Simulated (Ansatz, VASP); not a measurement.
## One calculation of MgI2, two programs

```
Mg I
1.0
     4.15370    0.00000    0.00000
    -2.07685    3.59721    0.00000
     0.00000    0.00000    6.86200
Mg I
1 2
Direct
  0.00000 0.00000 0.00000
  0.33333 0.66667 0.75763
  0.66667 0.33333 0.24237
```

Alike in both runs: task single point; functional LDA; k mesh 6 × 6 × 4; occupations gaussian, width 0.1 eV; no spin polarisation.

|  | VASP | Ansatz |
| --- | --- | --- |
| version | VASP 6.6.1 | Ansatz 0.2.0 |
| potentials or method | VASP PAW LDA potentials, release 64 (Mg, I) | scalar-relativistic, plane waves, PAW |
| plane-wave cutoff (eV) | 520 | 520 |
| valence electrons in the cell | 16 | 44 |

```tsv
	VASP	Ansatz	Ansatz less VASP
gap on the k mesh at the Fermi level (eV)	3.34	3.36	+0.019
least direct gap on the mesh (eV)	3.43	3.42	-0.007
pressure (GPa)	-1.5	-1.4	+0.10
largest component of the traceless stress (GPa)	0.22	0.20	-0.022
rms of the force components (eV/Å)	0.065	0.060	-0.0053
```

Atom by atom the forces differ by 0.005 eV/Å (rms over components). The two sets of potentials don't hold the same shells in valence.

Caveats: spin-orbit coupling is left out, which moves the levels of the heavy elements. A k mesh can miss the band edges. Expect the measured gap to be larger: semilocal functionals such as LDA lack the derivative discontinuity.
